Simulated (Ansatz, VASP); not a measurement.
# B26P26C (V_B-C_P) in two plane-wave programs

Wanted: the spread between two codes on one cell, functional and k mesh. Of the first pair: The structure shown is the start of the Ansatz relaxation below; VASP solves that cell, so the two are compared at the walk's first step.

Method: plane waves, with VASP 6.6.1 beside it; single point at r2SCAN, in Ansatz 0.2.0.

## Step 1: The starting structure

The cell holds 53 atoms: 26 B, 26 P and 1 C. Its edges and angles: a = 9.623 Å, b = 9.623 Å, c = 9.623 Å, α = 60.0°, β = 60.0°, γ = 60.0°. It derives from BP (BP (F-43m)). Nearest the centre at fractional (0.625, 0.292, 0.625): C53 at 1.01 Å, B15 at 2.44 Å, P45 at 2.45 Å, B21 at 2.45 Å, P39 at 2.46 Å, P37 at 2.49 Å, B23 at 2.50 Å, P44 at 3.33 Å.

## Step 2: Ansatz: relaxation, r2SCAN

Ansatz runs on its PAW soft_1 files.

The two programs are compared at the cell with which this relaxation starts, whose forces are those of its first step.

Contents of input.yaml:

```yaml
crystal:
  lattice:
    - [0.0, 6.80455623, 6.80455623]
    - [6.80455623, 0.0, 6.80455623]
    - [6.80455623, 6.80455623, 0.0]
  atoms:
    - { symbol: B, position: [0.0, 0.0, 0.0] }
    - { symbol: P, position: [0.25, 0.25, 0.25] }
    - { symbol: B, position: [0.0, 0.0, 0.33333333] }
    - { symbol: P, position: [0.25, 0.25, 0.58333333] }
    - { symbol: B, position: [0.0, 0.0, 0.66666667] }
    - { symbol: P, position: [0.25, 0.25, 0.91666667] }
    - { symbol: B, position: [0.0, 0.33333333, 0.0] }
    - { symbol: P, position: [0.25, 0.58333333, 0.25] }
    - { symbol: B, position: [0.0, 0.33333333, 0.33333333] }
    - { symbol: P, position: [0.25, 0.58333333, 0.58333333] }
    - { symbol: B, position: [0.0, 0.33333333, 0.66666667] }
    - { symbol: P, position: [0.25, 0.58333333, 0.91666667] }
    - { symbol: B, position: [0.0, 0.66666667, 0.0] }
    - { symbol: P, position: [0.25, 0.91666667, 0.25] }
    - { symbol: B, position: [0.0, 0.66666667, 0.33333333] }
    - { symbol: P, position: [0.25, 0.91666667, 0.58333333] }
    - { symbol: B, position: [0.0, 0.66666667, 0.66666667] }
    - { symbol: P, position: [0.25, 0.91666667, 0.91666667] }
    - { symbol: B, position: [0.33333333, 0.0, 0.0] }
    - { symbol: P, position: [0.58333333, 0.25, 0.25] }
    - { symbol: B, position: [0.33333333, 0.0, 0.33333333] }
    - { symbol: C, position: [0.58333333, 0.25, 0.58333333] }
    - { symbol: B, position: [0.33333333, 0.0, 0.66666667] }
    - { symbol: P, position: [0.58333333, 0.25, 0.91666667] }
    - { symbol: B, position: [0.33333333, 0.33333333, 0.0] }
    - { symbol: P, position: [0.58333333, 0.58333333, 0.25] }
    - { symbol: B, position: [0.33333333, 0.33333333, 0.33333333] }
    - { symbol: P, position: [0.58333333, 0.58333333, 0.58333333] }
    - { symbol: B, position: [0.33333333, 0.33333333, 0.66666667] }
    - { symbol: P, position: [0.58333333, 0.58333333, 0.91666667] }
    - { symbol: B, position: [0.33333333, 0.66666667, 0.0] }
    - { symbol: P, position: [0.58333333, 0.91666667, 0.25] }
    - { symbol: B, position: [0.33333333, 0.66666667, 0.33333333] }
    - { symbol: P, position: [0.58333333, 0.91666667, 0.58333333] }
    - { symbol: B, position: [0.33333333, 0.66666667, 0.66666667] }
    - { symbol: P, position: [0.58333333, 0.91666667, 0.91666667] }
    - { symbol: B, position: [0.66666667, 0.0, 0.0] }
    - { symbol: P, position: [0.91666667, 0.25, 0.25] }
    - { symbol: B, position: [0.66666667, 0.0, 0.33333333] }
    - { symbol: P, position: [0.91666667, 0.25, 0.58333333] }
    - { symbol: B, position: [0.66666667, 0.0, 0.66666667] }
    - { symbol: P, position: [0.91666667, 0.25, 0.91666667] }
    - { symbol: B, position: [0.66666667, 0.33333333, 0.0] }
    - { symbol: P, position: [0.91666667, 0.58333333, 0.25] }
    - { symbol: B, position: [0.66666667, 0.33333333, 0.33333333] }
    - { symbol: P, position: [0.91666667, 0.58333333, 0.58333333] }
    - { symbol: P, position: [0.91666667, 0.58333333, 0.91666667] }
    - { symbol: B, position: [0.66666667, 0.66666667, 0.0] }
    - { symbol: P, position: [0.91666667, 0.91666667, 0.25] }
    - { symbol: B, position: [0.66666667, 0.66666667, 0.33333333] }
    - { symbol: P, position: [0.91666667, 0.91666667, 0.58333333] }
    - { symbol: B, position: [0.66666667, 0.66666667, 0.66666667] }
    - { symbol: P, position: [0.91666667, 0.91666667, 0.91666667] }
  host:
    repeats: [3, 3, 3]
    atoms:
      - { symbol: B, position: [0.0, 0.0, 0.0] }
      - { symbol: P, position: [0.75, 0.75, 0.75] }
basis:
  ecutwfc: 500
  xc_grid: 2
hamiltonian:
  xc: r2scan
  pseudopotentials: { kind: paw, azcp: { folder: soft_1 } }
kpoints:
  mp_grid: { grid: [2, 2, 2], shift: [0.5, 0.5, 0.5] }
scf:
  occupations: { method: fixed }
  max_iter: 80
output:
  forces: true
  charged_corrections:
    epsilon: 9.31
    static_epsilon: 9.42
    defect_position: [0.625, 0.291667, 0.625]
relax:
  f_tol: 0.02
  max_steps: 80
  random_displacement: { amplitude: 0.05, seed: 8926 }
checkpoint:
  write: "../q0.relax.run"
  compress: false
  write_wavefunctions: true
  write_every: 100000
```

The run is started by

```console
$ ansatz run input.yaml --threads 4 --pin off --max-ram 7536MiB --backend cpu --events-out ev --progress --plain --runs-dir out
```

Numbers of over 12 decimals in the logs are rounded to 6 here.

Log:

```text
Engine: ansatz 0.2.0, aarch64-unknown-linux-gnu
Pseudopotentials: kind: paw
Pseudopotential: B, paw, valence charge 3, recommended cutoff 500 eV (meta_gga), soft_1/B.paw.azcp
Pseudopotential: P, paw, valence charge 5, recommended cutoff 500 eV (meta_gga), soft_1/P.paw.azcp
Pseudopotential: C, paw, valence charge 4, recommended cutoff 500 eV (meta_gga), soft_1/C.paw.azcp
Functional definition: r2SCAN
  parameter k0 = 0.174
  parameter k1 = 0.065
  parameter a1 = 4.9479
  exchange = r2scan_x(k0 = k0, k1 = k1, a1 = a1)
  correlation = r2scan_c
Crystal: 53 atoms, lattice volume = 630.129 Å³
Basis set: ecut = 500 eV, 16049 PW (Γ), exchange–correlation on 144×144×144 points (8 copies of the dense FFT grid, shifted against one another)
Bands: 159, of which v1, the nominal top of the filled ones, is band 106 counted from 1 (105 counted from 0)
Symmetry: 1 space group operations
k-points: 4 of 8 (time reversal used)
Non-local potential: B, projectors of the file, l = 0: 2, l = 1: 2, l = 2: 1
Non-local potential: P, projectors of the file, l = 0: 2, l = 1: 2, l = 2: 1
Non-local potential: C, projectors of the file, l = 0: 2, l = 1: 2, l = 2: 1
PAW form: soft (Blöchl's): semilocal exchange-correlation on the pseudo side does not see the compensation charge
PAW frozen core: B, regenerated for the run's functional (the file was generated under x = pbe(κ = 0.804, μ = 0.219515), c = pbe(β = 0.066725))
PAW frozen core: P, regenerated for the run's functional (the file was generated under x = pbe(κ = 0.804, μ = 0.219515), c = pbe(β = 0.066725))
PAW frozen core: C, regenerated for the run's functional (the file was generated under x = pbe(κ = 0.804, μ = 0.219515), c = pbe(β = 0.066725))
PAW one-centre angular grid: B, 302 points (default); XC on 223 of its mesh's 2233 points in the sphere
PAW one-centre angular grid: P, 302 points (default); XC on 160 Gauss nodes
PAW one-centre angular grid: C, 302 points (default); XC on 219 of its mesh's 2255 points in the sphere
Initial density: superposition of atomic densities (chi_scale 0.1, normalization cell, long waves kept (reshape's long-wave potential 0.10 eV rms))
Initial wavefunctions: pseudopotential atomic-orbital guess
Functional: x = r2scan, c = r2scan; τ floored in thin density (d = 2e-4 eV/Å³)
SCF iter   1: F=—  HF=-24087.569801 eV  |F-HF|=—  |Δ(HF+E_count)|=         —  Δρ=8.43e-2  dr2=5.02e1  dr2_τ=5.44e0  ethr=3.10e-3  ⟨swp⟩=5.5  Hψ=2414  notcnv=0  defer=198
preconditioner: auto → Resta (q_TF=auto, 2.275 Å⁻¹)  ε∞=4.5  [insulator: Δε(μ)=0.027 eV  Ē_g=11.507 eV  n_scr=136 (ndim 8)  ℏωp=21.5 eV  f_vac=0.000  ε∞_Penn≈4.5]
SCF iter   2: F=—  HF=-24078.291683 eV  |F-HF|=—  |Δ(HF+E_count)|=    9.28e0  Δρ=4.13e-2  dr2=1.03e1  dr2_τ=2.47e-1  ethr=3.10e-3  ⟨swp⟩=3.0  Hψ=1107  notcnv=0  defer=204
SCF iter   3: F=—  HF=-24077.469494 eV  |F-HF|=—  |Δ(HF+E_count)|=   8.22e-1  Δρ=1.44e-2  dr2=2.27e0  dr2_τ=1.08e-1  ethr=3.10e-3  ⟨swp⟩=3.0  Hψ=1000  notcnv=0  defer=204
SCF iter   4: F=—  HF=-24077.526709 eV  |F-HF|=—  |Δ(HF+E_count)|=   5.72e-2  Δρ=1.04e-2  dr2=1.53e0  dr2_τ=7.99e-2  ethr=1.07e-3  ⟨swp⟩=3.8  Hψ=808  notcnv=0  defer=204
SCF iter   5: F=—  HF=-24077.383338 eV  |F-HF|=—  |Δ(HF+E_count)|=   1.43e-1  Δρ=5.34e-3  dr2=4.21e-1  dr2_τ=1.39e-3  ethr=7.22e-4  ⟨swp⟩=2.5  Hψ=677  notcnv=0  defer=204
SCF iter   6: F=—  HF=-24077.335560 eV  |F-HF|=—  |Δ(HF+E_count)|=   4.78e-2  Δρ=1.76e-3  dr2=4.20e-2  dr2_τ=4.08e-4  ethr=1.99e-4  ⟨swp⟩=2.8  Hψ=505  notcnv=0  defer=204
SCF iter   7: F=—  HF=-24077.330952 eV  |F-HF|=—  |Δ(HF+E_count)|=   4.61e-3  Δρ=2.71e-4  dr2=4.74e-4  dr2_τ=9.18e-6  ethr=1.98e-5  ⟨swp⟩=3.0  Hψ=776  notcnv=0  defer=204
SCF iter   8: F=—  HF=-24077.330841 eV  |F-HF|=—  |Δ(HF+E_count)|=   1.11e-4  Δρ=7.50e-5  dr2=9.23e-5  dr2_τ=2.52e-6  ethr=2.24e-7  ⟨swp⟩=2.8  Hψ=961  notcnv=0  defer=204
SCF iter   9: F=-24077.330842 eV  HF=-24077.330844 eV  |F-HF|=2.34e-6  |Δ(HF+E_count)|=   2.74e-6  Δρ=2.68e-5  dr2=6.56e-6  dr2_τ=2.33e-7  ethr=4.72e-9  ⟨swp⟩=3.8  Hψ=2436  notcnv=0
SCF 1 converged in 9 iterations: F = -24077.330842 eV  dr2 = 6.56e-6
  greatest PAW one-centre occupation: 0.781 electrons in one spin orbital (limit 2), on the P atom at site 39 (counted from 0), in its partial waves of l = 0
relax step   1: F+E_penalty+E_count = -24077.33084189 eV  Δ(F+E_penalty+E_count) = +0.000e0 eV  max|allowed force component| = 2.764e0 eV/Å  Δτ_max = 0.0000 Å  (9 SCF iters, dr2 threshold 1.00e-5 eV, accepted)
Initial density: handed on by an earlier stage of this run
Initial wavefunctions: those handed on with the density
iter 1 solved again at ethr=2.22e-4 eV; its pass at ethr=3.10e-3 eV (dr2=4.70e-1 eV) is discarded
SCF iter   1: F=—  HF=-24079.478866 eV  |F-HF|=—  |Δ(HF+E_count)|=         —  Δρ=7.62e-3  dr2=3.19e-1  dr2_τ=2.38e-1  ethr=2.22e-4  ⟨swp⟩=2.0  Hψ=2278  notcnv=0  defer=204
[...]
k-point 2: bands = [... 102 lower, 7.5945, 7.7680, 8.1000, 8.3009, 9.4028, 9.8395, 10.8029, 11.5454, ... 49 higher]
  k-point 3: bands = [... 102 lower, 7.5945, 7.7681, 8.1003, 8.3006, 9.4024, 9.8394, 10.8031, 11.5454, ... 49 higher]
--- Relaxed structure (6 steps of the walk, 6 accepted, 0 SCFs on fresh bases) ---
  F+E_penalty+E_count = -24080.89112978 eV   max|allowed force component| = 1.681e-2 eV/Å
  atoms:
    - { symbol: B, position: [-0.00011546, 0.000877682, -0.000132145] }
    - { symbol: P, position: [0.250104, 0.249690, 0.250106] }
    - { symbol: B, position: [0.000428273, 0.000486089, 0.333281] }
    - { symbol: P, position: [0.253035, 0.248815, 0.581607] }
    - { symbol: B, position: [-0.00363188, 0.00279077, 0.666981] }
    - { symbol: P, position: [0.255889, 0.249057, 0.911429] }
    - { symbol: B, position: [0.000835798, 0.333877, 0.000820731] }
    - { symbol: P, position: [0.249998, 0.583888, 0.249981] }
    - { symbol: B, position: [-0.00364046, 0.334182, 0.335593] }
    - { symbol: P, position: [0.255890, 0.578632, 0.581851] }
    - { symbol: B, position: [-3.501561078184112e-5, 0.335206, 0.668000] }
    - { symbol: P, position: [0.250349, 0.583763, 0.916561] }
    - { symbol: B, position: [6.969918462801372e-5, 0.667249, 4.875633928941303e-5] }
    - { symbol: P, position: [0.249682, 0.916866, 0.249664] }
    - { symbol: B, position: [-0.000116592, 0.667072, 0.333672] }
    - { symbol: P, position: [0.250105, 0.917320, 0.582484] }
    - { symbol: B, position: [0.000832982, 0.668030, 0.666670] }
    - { symbol: P, position: [0.249998, 0.917186, 0.916689] }
    - { symbol: B, position: [0.333297, 0.000486322, 0.000407504] }
    - { symbol: P, position: [0.581607, 0.248804, 0.253060] }
    - { symbol: B, position: [0.332902, 9.458679002646853e-5, 0.332890] }
    - { symbol: C, position: [0.564033, 0.231197, 0.564005] }
    - { symbol: B, position: [0.332661, -0.000128281, 0.665890] }
    - { symbol: P, position: [0.583340, 0.250498, 0.922904] }
    - { symbol: B, position: [0.335603, 0.334176, -0.00364996] }
    - { symbol: P, position: [0.581866, 0.578638, 0.255877] }
    - { symbol: B, position: [0.332665, 0.333090, 0.332662] }
    - { symbol: P, position: [0.583313, 0.590163, 0.583282] }
    - { symbol: B, position: [0.362317, 0.321002, 0.653805] }
    - { symbol: P, position: [0.583642, 0.584871, 0.917658] }
    - { symbol: B, position: [0.333689, 0.667071, -0.00013463] }
    - { symbol: P, position: [0.582495, 0.917322, 0.250102] }
    - { symbol: B, position: [0.333298, 0.667607, 0.333281] }
    - { symbol: P, position: [0.581600, 0.920296, 0.581588] }
    - { symbol: B, position: [0.335588, 0.663565, 0.666976] }
    - { symbol: P, position: [0.581866, 0.923090, 0.911435] }
    - { symbol: B, position: [0.667001, 0.00277611, -0.00363231] }
    - { symbol: P, position: [0.911449, 0.249057, 0.255874] }
    - { symbol: B, position: [0.665913, -0.000132992, 0.332653] }
    - { symbol: P, position: [0.922827, 0.250534, 0.583342] }
    - { symbol: B, position: [0.653838, 0.029528, 0.653815] }
    - { symbol: P, position: [0.917674, 0.250834, 0.917665] }
    - { symbol: B, position: [0.668015, 0.335206, -3.215244845655718e-5] }
    - { symbol: P, position: [0.916581, 0.583768, 0.250325] }
    - { symbol: B, position: [0.653832, 0.321012, 0.362317] }
    - { symbol: P, position: [0.917670, 0.584873, 0.583627] }
    - { symbol: P, position: [0.916760, 0.583946, 0.916743] }
    - { symbol: B, position: [0.666688, 0.668029, 0.000817618] }
    - { symbol: P, position: [0.916712, 0.917185, 0.249981] }
    - { symbol: B, position: [0.666997, 0.663577, 0.335562] }
    - { symbol: P, position: [0.911451, 0.923086, 0.581851] }
    - { symbol: B, position: [0.668012, 0.667191, 0.667996] }
    - { symbol: P, position: [0.916585, 0.917525, 0.916568] }
```

In the SCF lines HF is the Harris–Foulkes energy and dr2 the Hartree energy of the density residual, in eV; the loop may stop once dr2 is under the threshold and the program's other checks hold. Hψ counts applications of the Hamiltonian.

(Part 1 of 3 ends here.)

[Lines on the potential files, build, host, timing and source positions are cut from VASP's logs without a mark.]

[Logs are printed without paths, hosts, clocks, repeated set-up lines and the standing remarks that a program may print on its own settings, such as how far it seeks lower states.]

[Hosts, paths, dates, database ids (printed as entryN), source tags and the programs' standing remarks are cut or masked in the printed files.]
